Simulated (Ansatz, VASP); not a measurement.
## Two plane-wave programs on W

Contents of INCAR:

```
SYSTEM = W
  PREC = Accurate
  ENCUT = 600
  EDIFF = 1E-7
  ISMEAR = -1
  SIGMA = 0.05
  LREAL = .FALSE.
  LASPH = .TRUE.
  NELM = 100
  ALGO = Fast
  ISIF = 3
  LWAVE = .FALSE.
  LCHARG = .FALSE.
  GGA = B5
  ALDAX = 1.0
  AGGAX = 1.0
  AGGAC = 1.0
  ALDAC = 0.0
  IBRION = 2
  NSW = 40
  EDIFFG = -0.01
```

KPOINTS

```
regular mesh
0
G
  12 12 12
  0 0 0
```

File POSCAR:

```
W
1.0
   -1.5823450000      1.5823450000      1.5823450000
    1.5823450000     -1.5823450000      1.5823450000
    1.5823450000      1.5823450000     -1.5823450000
W
1
Direct
    0.0000000000      0.0000000000      0.0000000000
```

File input.yaml:

```yaml
crystal:
  lattice:
    - [-1.582345, 1.582345, 1.582345]
    - [1.582345, -1.582345, 1.582345]
    - [1.582345, 1.582345, -1.582345]
  atoms:
    - { symbol: W, position: [0.0, 0.0, 0.0] }
hamiltonian:
  xc: blyp
  pseudopotentials: { kind: paw }
kpoints:
  mp_grid: { grid: [12, 12, 12] }
scf:
  occupations: { method: fermi_dirac, width: 0.05 }
output:
  forces: true
  stress: true
  write_density: true
  write_potential: true
  elf: true
  volumetric_format: npy
relax:
  f_tol: 0.01
  max_steps: 40
  cell: { stress_tol: 0.05 }
```

Alike in both runs: task relaxation of cell and atoms; functional BLYP; k mesh 12 × 12 × 12; occupations fermi-dirac, width 0.05 eV; no spin polarisation.

|  | VASP | Ansatz |
| --- | --- | --- |
| version | VASP 6.6.1 | Ansatz 0.2.0 |
| potentials or method | VASP PAW PBE potentials, release 64 (W_sv) | Ansatz PAW |
| plane-wave cutoff (eV) | 600 | 420 |
| valence electrons in the cell | 14 | 14 |

VASP gave:

| Quantity | Value |
| --- | --- |
| gap on the k mesh at the Fermi level, each at its own relaxed structure (eV) | none |
| relaxed volume (Å³/atom) | 16.78 |
| relaxed cell length with the largest relative difference (Å) | 2.793 |
| energy change over the relaxation (meV/atom) | -48 |

Q: Estimate Ansatz's values.

A: gap on the k mesh at the Fermi level, each at its own relaxed structure (eV): none; relaxed volume (Å³/atom): 16.68; relaxed cell length with the largest relative difference (Å): 2.788; energy change over the relaxation (meV/atom): -39.

A gap of «none» marks a metal or a gap that the smearing closes.

Caveats: the PAW data sets were made with another functional, which shifts forces and pressure a little (VASP); the plane-wave basis is chosen anew once the cell has moved, so the energies of steps on either side of that aren't comparable (Ansatz); the PAW data sets come from PBE, with cores solved anew for the run's functional, which leaves a small shift of forces and pressure (Ansatz). BLYP gives volumes clearly too large for solids. Zero-point motion and thermal expansion aren't in these numbers.
